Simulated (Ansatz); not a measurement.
# Ge: the cost of one run

Computed with Ansatz 0.2.0 (DFT PBE, scalar-relativistic, plane waves, PAW, unless a step's input says otherwise).

### Step 1. The starting structure

It takes space group P4_2/mcm (No. 132, tetragonal). Conventional cell: a = 6.518 Å, b = 6.518 Å, c = 4.402 Å, α = 90.00°, β = 90.00°, γ = 90.00°. Ge (site symmetry m) has 4 Ge at 2.26 to 2.59 Å as nearest neighbours.

Structure file:

```
CELL_PARAMETERS angstrom
6.51822 0.00000 0.00000
0.00000 6.51822 0.00000
0.00000 0.00000 4.40234
ATOMIC_POSITIONS crystal
Ge 0.31381 0.93120 0.50000
Ge 0.68619 0.93120 0.00000
Ge 0.68619 0.06880 0.50000
Ge 0.93120 0.68619 0.00000
Ge 0.93120 0.31381 0.50000
Ge 0.31381 0.06880 0.00000
Ge 0.06880 0.31381 0.00000
Ge 0.06880 0.68619 0.50000
```

Recipe of the guess: 4-connected net of one element (P4_2/mcm, No. 132). Lengths come from tabulated atomic sizes and are only a guess.

### Step 2. A first look at the guess

input.yaml reads:

```yaml
crystal:
  lattice:
    - [6.51822308, 0.0, 0.0]
    - [0.0, 6.51822308, 0.0]
    - [0.0, 0.0, 4.40233891]
  atoms:
    - { symbol: Ge, position: [0.31381198, 0.93119501, 0.5] }
    - { symbol: Ge, position: [0.68618802, 0.93119501, 0.0] }
    - { symbol: Ge, position: [0.68618802, 0.06880499, 0.5] }
    - { symbol: Ge, position: [0.93119501, 0.68618802, 0.0] }
    - { symbol: Ge, position: [0.93119501, 0.31381198, 0.5] }
    - { symbol: Ge, position: [0.31381198, 0.06880499, 0.0] }
    - { symbol: Ge, position: [0.06880499, 0.31381198, 0.0] }
    - { symbol: Ge, position: [0.06880499, 0.68618802, 0.5] }
basis:
  ecutwfc: 420
kpoints:
  mp_grid: { grid: [4, 4, 4] }
hamiltonian:
  xc: pbe
scf:
  occupations: { method: gaussian, width: 0.1 }
  lower_state_search: "off"
output:
  forces: true
  stress: true
  eigenvalues: true
```

Started as:

```console
ansatz run input.yaml --threads 1 --pin off --max-ram 2560MiB --backend cpu --events-out ev --progress --plain --runs-dir out
```

**Question.** How long does this run take on 1 thread of Arm Neoverse V1, shared host, and how much memory does it need?

About 15 s, with a peak of 0.47 GiB.
